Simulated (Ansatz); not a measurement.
# Hf (Im-3m) in Ansatz: reference runs

Reference runs on Hf: the cell as given and a disturbed copy.

Everything below comes from runs of Ansatz 0.2.0. Logs are shortened: lines on timing, memory, paths and dates and some standing lists are left out, and cuts for length are marked.

### 1 The structure

The structure is cubic, space group Im-3m (No. 229). Conventional cell: a = 3.610 Å, b = 3.610 Å, c = 3.610 Å, α = 90.00°, β = 90.00°, γ = 90.00°. Hf (site symmetry m-3m) has 8 Hf at 3.13 Å as nearest neighbours.

This isn't the form of Hf at room conditions, which is hcp.

### 2 Single point, PBE

Contents of input.yaml:

```yaml
crystal:
  lattice:
    - [-1.805, 1.805, 1.805]
    - [1.805, -1.805, 1.805]
    - [1.805, 1.805, -1.805]
  atoms:
    - { symbol: Hf, position: [0.0, 0.0, 0.0] }
kpoints:
  mp_grid: { grid: [10, 10, 10] }
scf:
  occupations: { method: fermi_dirac, width: 0.05 }
hamiltonian:
  xc: pbe
  pseudopotentials: { kind: all_electron, lapw: { basis_error: 0.001 } }
output:
  forces: true
  stress: true
  eigenvalues: true
  populations: true
```

Potentials or basis: all-electron LAPW, scalar-relativistic.

The run is started by

```bash
$ ansatz run input.yaml --threads 1 --pin off --max-ram 2560MiB --backend cpu --events-out ev --progress --plain --runs-dir out
```

Standard output:

```text
Warning: RAYON_NUM_THREADS=1 ignored (pool sized by the plan → 1); use --threads N
Hf: projections on atomic orbitals take those of the free atom 1s2 2s2 2p6 3s2 3p6 3d10 4s2 4p6 4d10 4f14 5s2 5p6 5d2 6s2, of charge +0.00 (hamiltonian.pseudopotentials.projection_atoms)
LAPW: plane waves up to 7.482 Å⁻¹, error target 1.0e-3 eV per atom; small_component_spin mean_spin; Hf in spheres of 1.563 Å, 36 of its electrons in bands, Dirac shells [] (how accurate: hamiltonian.pseudopotentials.lapw.basis_error, Limitations)
Engine: ansatz 0.2.0, aarch64-unknown-linux-gnu
Pseudopotentials: kind: all_electron
Pseudopotential: Hf, LAPW, valence charge 36, lapw/all_electron/scalar/gaussian/Hf, Koelling and Harmon's equation, gaussian nucleus
Functional definition: PBE
  parameter kappa = 0.804
  parameter beta = 0.06672455060314922
  exchange = pbe_x(kappa = kappa, mu = beta*pi^2/3)
  correlation = pbe_c(beta = beta)
Crystal: 1 atoms, lattice volume = 23.523 Å³
Basis set: ecut = 213.30390506751266 eV, 177 PW (Γ), exchange–correlation at level 2
Bands: 22, of which v1, the nominal top of the filled ones, is band 18 counted from 1 (17 counted from 0)
Symmetry: 48 space group operations
Space group: Im-3m (ITA 229), of the structure as read, at distance tolerance 2.9e-5 Å
k-points: 47 of 1000
Non-local potential: Hf, projectors of the file, none
Initial density: superposition of atomic densities (chi_scale 0.1, normalization cell)
Initial wavefunctions: plane waves of lowest kinetic energy (no species holds an atomic orbital)
Functional: x = pbe(κ = 0.804, μ = 0.2195149727645171), c = pbe(β = 0.06672455060314922)
iter 1 solved again at ethr=2.43e-4 eV; its pass at ethr=1.00e-1 eV (dr2=8.75e-2 eV) is discarded
SCF iter   1: F=—  HF=-410250.164516 eV  |F-HF|=—  |Δ(HF+E_count)|=         —  Δρ=2.02e-2  dr2=8.79e-2  ethr=2.43e-4  ⟨swp⟩=2.8  Hψ=6556  notcnv=0
preconditioner: auto → Kerker (q_TF=auto, 2.929 Å⁻¹)  [metal: Δε(μ)=0.010 eV  Ē_g=17.781 eV  σ=0.050 eV  W_gap=0.05  n_scr=12 (ndim 8)  ℏωp=37.5 eV  f_vac=0.000  D(μ)=1.91/eV (n_scr^D=18)]
SCF iter   2: F=—  HF=-410250.074897 eV  |F-HF|=—  |Δ(HF+E_count)|=   8.96e-2  Δρ=1.12e-2  dr2=3.13e-2  ethr=2.43e-4  ⟨swp⟩=2.0  Hψ=3290  notcnv=0
SCF iter   3: F=—  HF=-410250.063684 eV  |F-HF|=—  |Δ(HF+E_count)|=   1.12e-2  Δρ=8.14e-3  dr2=1.79e-2  ethr=8.68e-5  ⟨swp⟩=2.0  Hψ=3120  notcnv=0
SCF iter   4: F=—  HF=-410250.056152 eV  |F-HF|=—  |Δ(HF+E_count)|=   7.53e-3  Δρ=4.65e-3  dr2=6.73e-3  ethr=4.98e-5  ⟨swp⟩=2.0  Hψ=3044  notcnv=0
iter 5 solved again at ethr=1.38e-6 eV; its pass at ethr=1.87e-5 eV (dr2=4.96e-4 eV) is discarded
SCF iter   5: F=—  HF=-410250.056792 eV  |F-HF|=—  |Δ(HF+E_count)|=   6.40e-4  Δρ=1.22e-3  dr2=4.95e-4  ethr=1.38e-6  ⟨swp⟩=2.0  Hψ=5156  notcnv=0
SCF iter   6: F=—  HF=-410250.056852 eV  |F-HF|=—  |Δ(HF+E_count)|=   5.92e-5  Δρ=3.34e-4  dr2=2.05e-5  ethr=1.38e-6  ⟨swp⟩=2.0  Hψ=3120  notcnv=0
SCF iter   7: F=—  HF=-410250.056852 eV  |F-HF|=—  |Δ(HF+E_count)|=   7.74e-7  Δρ=6.34e-5  dr2=7.62e-7  ethr=5.71e-8  ⟨swp⟩=2.0  Hψ=3120  notcnv=0
SCF iter   8: F=-410250.056852 eV  HF=-410250.056852 eV  |F-HF|=5.82e-11  |Δ(HF+E_count)|=   5.17e-8  Δρ=1.08e-5  dr2=1.59e-8  ethr=2.12e-9  ⟨swp⟩=2.0  Hψ=3120  notcnv=0
SCF 1 converged in 8 iterations: F = -410250.056852 eV  dr2 = 1.59e-8
SCF converged after 8 iterations
Free energy (F): -410250.056852 eV
Harris-Foulkes:  -410250.056852 eV  (|F-HF|=5.82e-11)
Internal energy: -410250.041564 eV  (E = F + TS)
E sigma→0 (E₀):  -410250.049208 eV
Entropy (-TS):   -0.015289 eV (-15.289 meV/atom)
Fermi energy:    18.800123 eV
--- Per-component energies (eV) ---
  E_band       = -1809.355215
  E_kinetic    = 456476.502586
  E_xc         = -8414.566594
  E_electrostatic = -858311.977555  (all electrons and nuclei)
  E_smearing   = -0.015289  (= −TS)
  E_closure    = 0.000000  (closes the sum)
  E_atoms      = -410242.921030  (free atoms, spherical and without spin; not in F)
  Σ components = -410250.056852   (vs F -410250.056852, Δ=0.00e0)
  Basis errors (estimates in eV, not in F): energy 2.3e-4 per atom: plane waves 2.2e-4 (1.1e-4 summed), levels above the bands 1.8e-61, relativity 6.2e-8, radial functions 8.0e-6, core shells 1.8e-7; eigenvalues (radial functions only) 8.5e-7; not estimated: angular momenta, meshes, grids; target (lapw.basis_error) 1.0e-3; muffin-tin radii Hf 1.563 Å
--- Forces (eV/Å), atoms counted from 1 ---
  atom   1  Hf     0.00000000    -0.00000000     0.00000000
  max |Σ_I F_I| component: 3.39e-32 eV/Å
--- Stress (GPa, compression-positive) ---
       -4.884061      -0.000000      -0.000000
       -0.000000      -4.884061       0.000000
       -0.000000       0.000000      -4.884061
  P = ⅓ Tr σ = -4.8841 GPa (-48.841 kbar)
--- Band table (eV; the first three rows and the last of 47) ---
  k-point 0: bands = ["-182.3261", "-182.3261", "-182.3256", "-182.3256", "-182.3256", "-42.8945", "-11.2038", "-11.2038", "-11.2038", "7.1352", "7.1352", "7.1352", "7.1972", "7.1972", "7.1972", "7.2228", "11.9314", "20.2771", "20.2771", "20.2771", "22.9167", "22.9167"]
  k-point 1: bands = ["-182.3261", "-182.3261", "-182.3256", "-182.3256", "-182.3256", "-42.8894", "-11.2736", "-11.2260", "-11.2040", "7.1371", "7.1395", "7.1396", "7.1931", "7.1956", "7.1958", "7.2174", "12.2761", "20.0444", "20.1709", "20.6205", "22.5890", "22.9201"]
  k-point 2: bands = ["-182.3261", "-182.3261", "-182.3256", "-182.3256", "-182.3256", "-42.8760", "-11.4524", "-11.2836", "-11.2045", "7.1412", "7.1508", "7.1514", "7.1834", "7.1863", "7.1930", "7.2092", "13.2214", "19.5029", "19.6824", "21.6178", "22.3509", "22.9844"]
  k-point 46: bands = ["-182.3261", "-182.3261", "-182.3256", "-182.3256", "-182.3256", "-42.7995", "-11.6929", "-11.6929", "-11.6929", "7.1194", "7.1621", "7.1621", "7.1621", "7.2043", "7.2043", "7.2043", "16.4289", "16.4289", "25.1994", "25.1994", "25.1994", "25.6336"]
--- Löwdin populations: 1 site ---
  site symbol       q [e]
     0     Hf     71.9234
  spilling = 0.001064 (of n_electrons = 72.000000)
```

Run time: 11 s. Hardware: 1 thread of Arm Neoverse N1, shared host; peak memory 0.25 GiB.

Results:

| Quantity | Value |
| --- | --- |
| Free energy | -410250.0569 eV |
| Pressure | -4.9 GPa |
| Band gap on the k mesh | none (metal or under the smearing width) |

Levels at points of the mesh, in eV from the Fermi level:
```csv
k point,band 14,band 15,band 16,band 17,band 18,band 19,band 20,band 21,band 22
"(0.00, 0.00, 0.00)",-11.60,-11.60,-11.58,-6.87,1.48,1.48,1.48,4.12,4.12
"(0.00, 0.00, -0.50)",-11.61,-11.61,-11.59,-3.23,-0.42,0.88,3.92,4.87,7.17
"(-0.50, -0.50, -0.50)",-11.60,-11.60,-11.60,-2.37,-2.37,6.40,6.40,6.40,6.83
```

Spin-orbit coupling is left out, which matters for the levels of Hf.

### 3 Single point, PBE (cell strained at random at fixed volume)

input.yaml, as its differences from that of step 2:

```diff
@@ -2,7 +2,7 @@
   lattice:
-    - [-1.805, 1.805, 1.805]
-    - [1.805, -1.805, 1.805]
-    - [1.805, 1.805, -1.805]
+    - [-1.735385, 1.788095, 1.840338]
+    - [1.768404, -1.761063, 1.846325]
+    - [1.781798, 1.807476, -1.813306]
   atoms:
-    - { symbol: Hf, position: [0.0, 0.0, 0.0] }
+    - { symbol: Hf, position: [-0.016525, -0.006803, -0.010409] }
 kpoints:
```

Potentials or basis: all-electron LAPW, scalar-relativistic.

The run is started by

```bash
$ ansatz run input.yaml --threads 1 --pin off --max-ram 2560MiB --backend cpu --events-out ev --progress --plain --runs-dir out
```

Run time: 1.7 min. Hardware: 1 thread of Arm Neoverse N1, shared host; peak memory 0.66 GiB.

The run converged. Its results:

- Free energy: -410250.0551 eV
- Pressure: -4.8 GPa
- Band gap on the k mesh: none (metal or under the smearing width)

Stress tensor (GPa, compression positive):
```
-5.61 -1.21 -0.95
-1.21 -4.96 -0.79
-0.95 -0.79 -3.86
```

Levels at points of the mesh, in eV from the Fermi level:
| k point | band 16 | band 17 | band 18 | band 19 | band 20 | band 21 |
| --- | --- | --- | --- | --- | --- | --- |
| (0.00, 0.00, 0.00) | -11.58 | -6.87 | 1.17 | 1.45 | 1.79 | 3.88 |
| (0.00, 0.00, -0.50) | -11.60 | -3.25 | -0.69 | 0.84 | 4.34 | 5.18 |
| (0.00, -0.50, 0.00) | -11.60 | -3.27 | -0.41 | 0.75 | 3.90 | 5.03 |
| (0.00, -0.50, -0.50) | -11.60 | -3.23 | -0.22 | 0.87 | 3.60 | 4.69 |
| (-0.50, 0.00, 0.00) | -11.60 | -3.29 | -0.27 | 0.70 | 3.74 | 4.87 |
| (-0.50, 0.00, -0.50) | -11.60 | -3.20 | -0.36 | 0.97 | 3.70 | 4.81 |
| (-0.50, -0.50, 0.00) | -11.60 | -3.15 | -0.61 | 1.16 | 4.06 | 4.87 |
| (-0.50, -0.50, -0.50) | -11.60 | -2.42 | -2.33 | 6.05 | 6.36 | 6.47 |

The run has no spin-orbit coupling, so splittings on Hf are missing.
